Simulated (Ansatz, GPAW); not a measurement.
# Ballistic transport through C2 in line between two Ir chains, from relaxation to T(E), part 2 of 3

How well does C2 in line between two Ir chains conduct once its atoms have relaxed, and how much do cheaper levels lose?

GPAW 26.7.0 and Ansatz 0.2.0; Ansatz plane waves; relaxation of the junction with the lead ends held (the session's first sound run).

So far, transmission at the Fermi level (one spin): step 3 (plane-wave reference (PBE)) 2.07. Also conductance of the perfect lead (G₀): step 3 5.80.

**4. GPAW, dzp**

The script solves lead and junction separately, takes H and S in the orbital basis, and joins semi-infinite leads through their self-energies; the dzp basis is the working standard.

This step: GPAW LCAO, PAW setups; Landauer transmission from Green's functions with principal layers (ASE), zero bias (GPAW 26.7.0).

run.py

```python
import json
import numpy as np
from ase import Atoms
from ase.transport.calculators import TransportCalculator
from gpaw import GPAW, FermiDirac
from gpaw.lcao.tools import get_lcao_hamiltonian
from scipy.linalg import eigh

# The junction with lead layers at both ends, along the third cell vector
device = Atoms(
    ['Ir', 'Ir', 'Ir', 'Ir', 'Ir', 'Ir', 'Ir', 'Ir', 'C', 'C', 'Ir', 'Ir', 'Ir', 'Ir', 'Ir', 'Ir', 'Ir', 'Ir'],
    positions=[
        [4.50000, 4.50000, 1.15000],
        [4.50000, 4.50000, 3.45000],
        [4.50000, 4.50000, 5.75000],
        [4.50000, 4.50000, 8.05000],
        [4.50000, 4.50000, 10.35000],
        [4.50000, 4.50000, 12.65000],
        [4.43216, 3.84157, 14.96441],
        [4.55589, 4.88404, 17.10662],
        [4.52074, 4.55584, 18.96458],
        [4.50208, 4.44161, 20.29123],
        [4.43038, 4.11863, 22.14869],
        [4.64726, 5.14278, 24.29171],
        [4.50000, 4.50000, 26.60700],
        [4.50000, 4.50000, 28.90700],
        [4.50000, 4.50000, 31.20700],
        [4.50000, 4.50000, 33.50700],
        [4.50000, 4.50000, 35.80700],
        [4.50000, 4.50000, 38.10700]],
    cell=[[9.0, 0.0, 0.0], [0.0, 9.0, 0.0], [0.0, 0.0, 39.257]],
    pbc=True)

# One principal layer of the lead: the first 5 atoms of the device
lead = Atoms(
    ['Ir', 'Ir', 'Ir', 'Ir', 'Ir'],
    positions=[
        [4.50000, 4.50000, 1.15000],
        [4.50000, 4.50000, 3.45000],
        [4.50000, 4.50000, 5.75000],
        [4.50000, 4.50000, 8.05000],
        [4.50000, 4.50000, 10.35000]],
    cell=[[9.0, 0.0, 0.0], [0.0, 9.0, 0.0], [0.0, 0.0, 11.5]],
    pbc=True)

settings = dict(mode='lcao', basis='dzp', xc='PBE', h=0.2,
                occupations=FermiDirac(0.1), maxiter=250,
                mixer=dict(beta=0.1, nmaxold=8, weight=100.0),
                convergence=dict(density=0.0001))
energies = np.arange(-2, 2 + 1e-9, 0.025)
eta = 0.0001
n1, n2 = 1, 1
# k and -k transmit alike, so half of the mesh across the current serves
mesh = [(i, j) for i in range(n1) for j in range(n2) if (i, j) <= (-i % n1, -j % n2)]
weights = np.array([1 if (i, j) == (-i % n1, -j % n2) else 2 for i, j in mesh]) / (n1 * n2)

# [... helper functions left out ...]
fermi_lead = ground_state(lead, (1, 1, 10), 'lead.txt')
fermi_device = ground_state(device, (1, 1, 2), 'device.txt')
# [... loop over the mesh left out, but for ...]
        # Shift the lead onto the potential of the device's first layer
        shift = ((H[:, 0, 0] - H0[:, 0, 0]) / S0[0, 0]).real.mean()
# [...]
kT = 8.617333e-5 * 300
bias = [0.1, 0.2, 0.5, 1.0, 1.5, 2.0]
# [... integrals and printing left out ...]
```

Command:

```
OMP_NUM_THREADS=1 OPENBLAS_NUM_THREADS=1 python run.py
```

Run time: 3.9 min. Hardware: 1 thread of Intel Xeon Platinum 8559C (Emerald Rapids), shared host; peak memory 1.4 GiB.

Numbers from this step:

```yaml
conductance: 2.013 G₀
largest_coupling_past_the_next_principal_layer: 1.48e-6 eV
largest_misfit_of_the_first_principal_layer: 0.1228 eV
shift_that_aligns_the_lead: -0.01003 eV
basis_functions_of_the_junction: 458
basis_functions_of_a_principal_layer: 135
transmission_at_the_fermi_level_one_spin: 2.039
```

One spin. Table of transmission, zone mean by energy, zero at the Fermi level:

energy (eV), transmission, zone mean and a bar:
```
   -2.000       1.66 #######################
   -1.800       1.86 ##########################
   -1.600       1.98 ############################
   -1.400       2.05 #############################
   -1.275       2.14 ##############################
   -1.200       2.13 ##############################
   -1.000       2.07 #############################
   -0.800       1.89 ##########################
   -0.600       1.47 #####################
   -0.400       1.28 ##################
   -0.200       1.74 ########################
    0.000       2.04 #############################
    0.050       2.05 #############################
    0.200       1.51 #####################
    0.400       1.36 ###################
    0.600       1.51 #####################
    0.800       0.86 ############
    1.000       0.32 ####
    1.200       0.12 ##
    1.400       0.06 #
    1.600       0.04 #
    1.800       0.03 
    2.000       0.00
```

Not self-consistent under bias; the bias window is split evenly. The current through one cell, from the zero-bias transmission by bias:

```
bias (V)  current through one cell, from the zero-bias transmission (μA)
   0.100                                                            15.5
   0.200                                                            30.5
   0.500                                                            69.8
   1.000                                                             123
   1.500                                                             180
   2.000                                                             231
```

The transmission of the three most open eigenchannels by energy, zero at the Fermi level:

```
energy (eV)  channel 1  channel 2  channel 3
     -2.000      0.996      0.472      0.196
     -1.900      0.996      0.523      0.266
     -1.800      0.986      0.555      0.321
     -1.700      0.976      0.587      0.358
     -1.600      0.972      0.628      0.376
     -1.500      0.973      0.681      0.369
     -1.400      0.980      0.736      0.336
     -1.300      0.990      0.862      0.282
     -1.200      0.985      0.915      0.233
     -1.100      0.977      0.945      0.187
     -1.000      0.972      0.967      0.133
     -0.900      0.988      0.972     0.0782
     -0.800      0.993      0.851     0.0445
     -0.700      0.981      0.695     0.0276
     -0.600      0.850      0.597     0.0181
     -0.500      0.649      0.619     0.0144
     -0.400      0.746      0.522     0.0166
     -0.300      0.888      0.554     0.0242
     -0.200      0.983      0.714     0.0400
     -0.100      0.992      0.878     0.0683
      0.000      0.986      0.976     0.0770
      0.100      0.940      0.855     0.0678
      0.200      0.998      0.479     0.0287
      0.300      0.951      0.431     0.0154
      0.400      0.842      0.509    0.00958
      0.500      0.725      0.682    0.00642
      0.600      0.967      0.543    0.00438
      0.700      0.907      0.405    0.00277
      0.800      0.569      0.285    0.00127
      0.900      0.326      0.191     6.4e-5
      1.000      0.198      0.119     2.4e-5
      1.100      0.131     0.0655     4.8e-6
      1.200     0.0922     0.0301     6.0e-8
      1.300     0.0687     0.0100     4.0e-7
      1.400     0.0532    0.00215     1.3e-4
      1.500     0.0421    0.00221     8.0e-4
      1.600     0.0335    0.00741     7.1e-4
      1.700     0.0259     0.0127     8.0e-4
      1.800     0.0192     0.0130     8.8e-4
      1.900     0.0109    0.00362     5.9e-4
      2.000    0.00201     2.8e-9    5.0e-10
```

At the Fermi level T is 2.04 against 2.07 in plane waves. Couplings past the next layer reach 1.5e-6 eV, small enough to drop; the matrix elements of the cell's first layer differ from the bulk lead's by up to 0.12 eV. That layer keeps its own values in the calculation, and only beyond it is the lead taken as perfect. The Fermi levels of lead and junction count from different zeros of potential, one for each periodic cell; with both set to zero, the small remaining shift is what aligns them. Without spin-orbit coupling, which is large for these atoms, channel counts and T are those of the scalar-relativistic bands. By hand: G = 2.013 × 77.48 μS = 156 μS, a resistance of 6.41 kΩ; at 0.1 V a linear junction would pass 15.6 μA, and the integral over the bias window gives 15.5 μA.

**5. GPAW, szp: basis = "szp(dzp)"**

The second zeta is dropped, the polarisation orbitals stay.

run.py: that of step 4 with these lines changed.

```diff
@@ -45,3 +45,3 @@
 
-settings = dict(mode='lcao', basis='dzp', xc='PBE', h=0.2,
+settings = dict(mode='lcao', basis='szp(dzp)', xc='PBE', h=0.2,
                 occupations=FermiDirac(0.1), maxiter=250,
```

Run time: 2.9 min. Hardware: 1 thread; peak memory 1.4 GiB.

Numbers from this step:

| Property | Result |
| --- | --- |
| conductance | 2.021 G₀ |
| largest misfit of the first principal layer | 0.1059 eV |
| shift that aligns the lead | -0.01403 eV |
| basis functions of the junction | 258 |
| basis functions of a principal layer | 75 |
| transmission at the Fermi level (one spin) | 2.038 |

The conductance, 2.02 G₀, lies 0.4 % above that of the dzp run.

**6. Minimal basis**

One function for each valence shell of the setup, as for a first survey of a large system.

run.py: that of step 5 with these lines changed.

```diff
@@ -45,3 +45,3 @@
 
-settings = dict(mode='lcao', basis='szp(dzp)', xc='PBE', h=0.2,
+settings = dict(mode='lcao', basis='sz(dzp)', xc='PBE', h=0.2,
                 occupations=FermiDirac(0.1), maxiter=250,
```

It took 1.9 min on 1 thread; peak memory 1.3 GiB.

This step gave:

```yaml
conductance: 2.018 G₀
largest_coupling_past_the_next_principal_layer: 1.47e-6 eV
largest_misfit_of_the_first_principal_layer: 0.05025 eV
shift_that_aligns_the_lead: -0.01405 eV
basis_functions_of_the_junction: 200
basis_functions_of_a_principal_layer: 60
transmission_at_the_fermi_level_one_spin: 2.034
```

One spin. Transmission, zone mean against energy, zero at the Fermi level:

```
energy (eV)  transmission, zone mean
     -2.000                     1.68
     -1.900                     1.74
     -1.800                     1.81
     -1.700                     1.87
     -1.600                     1.91
     -1.500                     1.92
     -1.400                     1.90
     -1.300                     1.96
     -1.200                     1.99
     -1.100                     1.99
     -1.000                     1.99
     -0.900                     2.01
     -0.800                     1.92
     -0.700                     1.72
     -0.600                     1.49
     -0.500                     1.29
     -0.400                     1.27
     -0.300                     1.44
     -0.200                     1.70
     -0.100                     1.92
      0.000                     2.03
      0.050                     2.04
      0.100                     2.00
      0.200                     1.57
      0.300                     1.43
      0.400                     1.41
      0.500                     1.50
      0.600                     1.45
      0.700                     1.02
      0.800                    0.617
      0.900                    0.373
      1.000                    0.228
      1.100                    0.141
      1.200                   0.0894
      1.300                   0.0614
      1.400                   0.0492
      1.500                   0.0467
      1.600                   0.0484
      1.700                   0.0492
      1.800                   0.0434
      1.900                   0.0201
      2.000                  0.00384
```

The conductance, 2.02 G₀, lies 0.2 % above that of the dzp run.

**7. RPBE in the dzp basis: xc = "RPBE"**

Back in the dzp basis, the functional changes from PBE to RPBE, to set the spread between functionals beside that between bases.

run.py: that of step 6 with these lines changed.

```diff
@@ -45,3 +45,3 @@
 
-settings = dict(mode='lcao', basis='sz(dzp)', xc='PBE', h=0.2,
+settings = dict(mode='lcao', basis='dzp', xc='RPBE', h=0.2,
                 occupations=FermiDirac(0.1), maxiter=250,
```

It took 3.9 min on 1 thread; peak memory 1.4 GiB.

Numbers from this step:

```
conductance                                 : 2.023 G₀
largest misfit of the first principal layer : 0.1239 eV
shift that aligns the lead                  : -0.009180 eV
basis functions of the junction             : 458
basis functions of a principal layer        : 135
transmission at the Fermi level (one spin)  : 2.045
```

One spin. Table of transmission, zone mean by energy, zero at the Fermi level:

```
energy (eV)  transmission, zone mean
     -2.000                     1.63
     -1.800                     1.86
     -1.600                     1.97
     -1.400                     2.05
     -1.275                     2.14
     -1.200                     2.14
     -1.000                     2.07
     -0.800                     1.89
     -0.600                     1.45
     -0.400                     1.29
     -0.200                     1.75
      0.000                     2.05
      0.050                     2.06
      0.200                     1.51
      0.400                     1.36
      0.600                     1.51
      0.800                    0.867
      1.000                    0.320
      1.200                    0.123
      1.400                   0.0553
      1.600                   0.0418
      1.800                   0.0338
      2.000                  0.00229
```

The conductance, 2.02 G₀, lies 0.5 % above that of the dzp run.

**8. The structure as built: geometry = "as built"**

The dzp basis with PBE on the structure as first built shows what the relaxation was worth.

run.py: that of step 7 with these lines changed.

```diff
@@ -18,8 +18,8 @@
         [4.50000, 4.50000, 12.65000],
-        [4.43216, 3.84157, 14.96441],
-        [4.55589, 4.88404, 17.10662],
-        [4.52074, 4.55584, 18.96458],
-        [4.50208, 4.44161, 20.29123],
-        [4.43038, 4.11863, 22.14869],
-        [4.64726, 5.14278, 24.29171],
+        [4.50000, 4.50000, 14.95000],
+        [4.50000, 4.50000, 17.25000],
+        [4.50000, 4.50000, 19.00850],
+        [4.50000, 4.50000, 20.24850],
+        [4.50000, 4.50000, 22.00700],
+        [4.50000, 4.50000, 24.30700],
         [4.50000, 4.50000, 26.60700],
@@ -45,3 +45,3 @@
 
-settings = dict(mode='lcao', basis='dzp', xc='RPBE', h=0.2,
+settings = dict(mode='lcao', basis='dzp', xc='PBE', h=0.2,
                 occupations=FermiDirac(0.1), maxiter=250,
```

It took 3.4 min on 1 thread; peak memory 1.4 GiB.

This step gave:

```yaml
conductance: 2.174 G₀
largest_coupling_past_the_next_principal_layer: 1.48e-6 eV
largest_misfit_of_the_first_principal_layer: 0.08566 eV
shift_that_aligns_the_lead: -0.003977 eV
transmission_at_the_fermi_level_one_spin: 2.174
```

One spin. Table of transmission, zone mean by energy, zero at the Fermi level:

energy (eV), transmission, zone mean and a bar:
```
   -2.000       2.07 ############################
   -1.900       2.08 ############################
   -1.800       2.08 #############################
   -1.700       2.09 #############################
   -1.600       2.09 #############################
   -1.500       2.10 #############################
   -1.400       2.10 #############################
   -1.300       2.11 #############################
   -1.200       2.12 #############################
   -1.100       2.13 #############################
   -1.000       2.14 #############################
   -0.900       2.14 #############################
   -0.800       2.15 #############################
   -0.700       2.15 #############################
   -0.600       2.15 ##############################
   -0.500       2.16 ##############################
   -0.400       2.16 ##############################
   -0.300       2.17 ##############################
   -0.200       2.17 ##############################
   -0.100       2.17 ##############################
    0.000       2.17 ##############################
    0.100       2.18 ##############################
    0.200       2.19 ##############################
    0.275       2.19 ##############################
    0.300       2.19 ##############################
    0.400       2.18 ##############################
    0.500       2.17 ##############################
    0.600       2.17 ##############################
    0.700       2.16 ##############################
    0.800       2.14 #############################
    0.900       2.10 #############################
    1.000       2.08 #############################
    1.100       2.07 ############################
    1.200       2.05 ############################
    1.300       2.04 ############################
    1.400       2.02 ############################
    1.500       1.98 ###########################
    1.600       1.93 ##########################
    1.700       1.84 #########################
    1.800       1.62 ######################
    1.900       0.86 ###########
    2.000       0.06
```

The conductance, 2.17 G₀, lies 8.0 % above that of the dzp run.

**9. Cost and result by level**

Times are wall times on the hardware named with each run. The runs compared:

```
no.       run  conductance (G₀)     time  memory (GiB)
  1    pw PBE             2.047     92 s           4.8
  2       dzp             2.013  3.9 min           1.4
  3       szp             2.021  2.9 min           1.4
  4        sz             2.018  1.9 min           1.3
  5  dzp RPBE             2.023  3.9 min           1.4
  6   asbuilt             2.174  3.4 min           1.4
```

**10. The levels side by side**

The curves are compared point by point over the common energies.

This step: comparison of transmission and cost over codes, levels and geometry (GPAW 26.7.0).

Ladder, by row:

```
    step    code  T at the Fermi level (sum over the listed spins)  conductance (G0)  r.m.s. T(E) from the first  wall time (s)  peak memory (GiB)  threads
  pw-pbe  Ansatz                                             2.068             2.047                           0          91.75              4.811        4
     dzp    GPAW                                             2.039             2.013                     0.09383          236.5               1.44        1
     szp    GPAW                                             2.038             2.021                      0.1518            173               1.37        1
      sz    GPAW                                             2.034             2.018                      0.1546          111.6               1.33        1
dzp-RPBE    GPAW                                             2.045             2.023                     0.08919            233               1.44        1
 asbuilt    GPAW                                             2.174             2.174                      0.9946            206               1.43        1
```

(Continued in part 3 of 3.)

[Logs are printed without paths, hosts, clocks, repeated set-up lines and the standing remarks that a program may print on its own settings, such as how far it seeks lower states.]

[Hosts, paths, dates, database ids (printed as entryN), source tags and the programs' standing remarks are cut or masked in the printed files.]
